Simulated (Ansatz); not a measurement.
Runs of Ansatz 0.2.0 on TiO2. Symmetry: Pbcn, No. 60, orthorhombic system. Conventional cell: a = 4.545 Å, b = 5.520 Å, c = 4.909 Å, α = 90.00°, β = 90.00°, γ = 90.00°. Around Ti (site symmetry 2) lie 6 O at 1.88 to 2.09 Å. O (site symmetry 1) has 3 Ti at 1.88 to 2.09 Å as nearest neighbours. Measurements of this composition are mostly on another form, of space group No. 141.

```csv
task,level,potentials or basis,U,cell,cutoff (eV),points for each segment of the path,hubbard projectors,double counting,gap on the mesh (eV),pressure (GPa),relaxed volume (Å³/atom),largest force (eV/Å)
band structure,PBEsol,Ansatz PAW,-,as given,420,10,-,-,2.59,(d),-,0.08
relaxation of cell and atoms,PBE,Ansatz NC,-,relaxed,1240,-,-,-,2.62,0.0,10.46,-
relaxation of cell and atoms,r2SCAN+U,Ansatz PAW,Ti d U = 6 eV,relaxed,500,-,ortho-atomic (the default),fll (the default),3.64,0.0,10.43,-
relaxation of cell and atoms,PBE,PseudoDojo standard (PBE files),-,relaxed,1143,-,-,-,2.64,0.0,(c),-
band structure,BLYP,Ansatz PAW,-,as given,420,10,-,-,2.62,9.8,-,(a)
single point,PBE,Ansatz PAW,-,"atoms moved at random, drawn with an rms of 0.05 Å",420,-,-,-,2.37,4.8,-,1.87
relaxation of cell and atoms,PBE,Ansatz PAW earlier set,-,relaxed,910,-,-,-,2.62,0.0,10.47,-
relaxation of cell and atoms,PBE,SPMS NC,-,relaxed,1034,-,-,-,2.65,0.0,10.46,-
single point,PBE,Ansatz PAW,-,as given,420,-,-,-,2.62,4.1,-,0.12
projected density of states,PBE,Ansatz PAW,-,as given,420,-,-,-,2.62,4.1,-,0.12
projected density of states,PBE+U,Ansatz PAW,Ti d U = 6 eV,as given,420,-,ortho-atomic (the default),fll (the default),3.31,9.9,-,(b)
relaxation of cell and atoms,PBE,PseudoDojo stringent (PBE files),-,relaxed,1252,-,-,-,2.64,0.0,10.45,-
```

Alike in all rows: no spin polarisation; k mesh 6 × 5 × 6; smearing fermi-dirac 0.05 eV.

Question: Fill in the values left out.

Answer: (a) 0.13; (b) 0.35; (c) 10.44; (d) -3.1.

Caveats: odd divisions of the mesh miss points on the zone boundary, where band edges often lie, so the gap on the mesh can be too wide (some runs); the plane-wave basis is chosen anew once the cell has moved, so the energies of steps on either side of that aren't comparable (some runs); the PAW data sets come from PBE, with cores solved anew for the run's functional, which leaves a small shift of forces and pressure (some runs).

A k mesh can miss the band edges.
